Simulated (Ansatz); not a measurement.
ZrC:

```
Zr C
1.0
     0.00000    2.36500    2.36500
     2.36500    0.00000    2.36500
     2.36500    2.36500    0.00000
Zr C
1 1
Direct
  0.50000 0.50000 0.50000
  0.00000 0.00000 0.00000
```

| Property | Result |
| --- | --- |
| Program | Ansatz 0.2.0 |
| Task | single point |
| Functional | PBEsol |
| Potentials or basis | all-electron LAPW, scalar-relativistic |
| Cutoff | 254 eV (chosen from the basis error) |
| Basis error allowed | 0.001 eV/atom |
| k mesh | 10 × 10 × 10 |
| Occupations | fermi-dirac, width 0.05 eV |
| Spin | no spin polarisation |

On this cell: pressure -8.4 GPa; largest force zero by symmetry; band gap on the k mesh none (metal or under the smearing width).

The same run follows on a disturbed copy (atoms moved at random, drawn with an rms of 0.05 Å):

```
Zr C
1.0
     0.00000    2.36500    2.36500
     2.36500    0.00000    2.36500
     2.36500    2.36500    0.00000
Zr C
1 1
Direct
  0.49014 0.49591 0.50642
  0.98906 0.99528 0.02158
```

Q: What changes?

A: The energy (extrapolated to zero smearing) moves by +3.9 meV/atom; pressure -8.3 GPa; largest force 0.310 eV/Å; band gap on the k mesh none (metal or under the smearing width).

Forces on the atoms (eV/Å):
```
Zr   0.222  0.215 -0.027
C   -0.222 -0.215  0.027
```

Stress tensor (GPa, compression positive):
```
-8.18 -0.14  0.02
-0.14 -8.19  0.02
 0.02  0.02 -8.43
```
